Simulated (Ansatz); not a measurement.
## Pressure against volume: Ga

```yaml
crystal:
  lattice:
    - [1.35477, -3.94430, 0.00000]
    - [1.35477, 3.94430, 0.00000]
    - [-0.11505, 0.00000, 3.26195]
  atoms:
    - { symbol: Ga, position: [0.86900, 0.13100, 0.25000] }
    - { symbol: Ga, position: [0.13100, 0.86900, 0.75000] }
```

The geometry is COD entry 9011089, unchecked; take it as a test cell. The listed cell was then made from it by scaling, straining or moving an atom.

Methods: DFT, PBEsol, all-electron LAPW, scalar-relativistic (Ansatz 0.2.0); DFT, PBEsol, PAW with Ansatz's default frozen-core files, scalar-relativistic (Ansatz 0.2.0).

For LAPW: a Γ-centred 14×14×11 k mesh, Fermi–Dirac smearing of 0.03 eV, basis error target 0.5 meV/atom, no spin polarisation. PAW takes a cutoff of 420 eV at this cell (files made with PBE, cores remade for this functional). The Ansatz runs share mesh, smearing and spin set-up. Plane-wave (PAW) pressures include the program's estimate of the Pulay term.

The cell above is scaled evenly, with fractional coordinates and shape held.

```tsv
V/V(cell)	V (Å³/atom)	P, LAPW (GPa)	P, PAW (GPa)
1.0000	17.431	1.97	1.93
1.0213	17.801	0.55	0.51
1.0426	18.172	?	?
1.0532	18.358	-1.30	-1.34
1.0745	18.729	-2.35	-2.38
1.0851	18.914	-2.82	-2.85
1.1064	19.285	-3.65	-3.68
1.1277	19.656	-4.39	-4.42
```

Question: Fill in the row V/V(cell) = 1.0426.

Answer: P, LAPW (GPa) = -0.72, P, PAW (GPa) = -0.76.

Question: What do Birch–Murnaghan fits to the pressures give?

Answer: LAPW: V0 = 17.95 Å³/atom, B0 = 62 GPa, B0′ = 5.4; PAW: V0 = 17.94 Å³/atom, B0 = 62 GPa, B0′ = 5.4.

PAW's V0 lies -0.06 % from the all-electron value and its B0 0.1 %. With shape and internal coordinates held, B0 is an upper bound to the relaxed modulus.
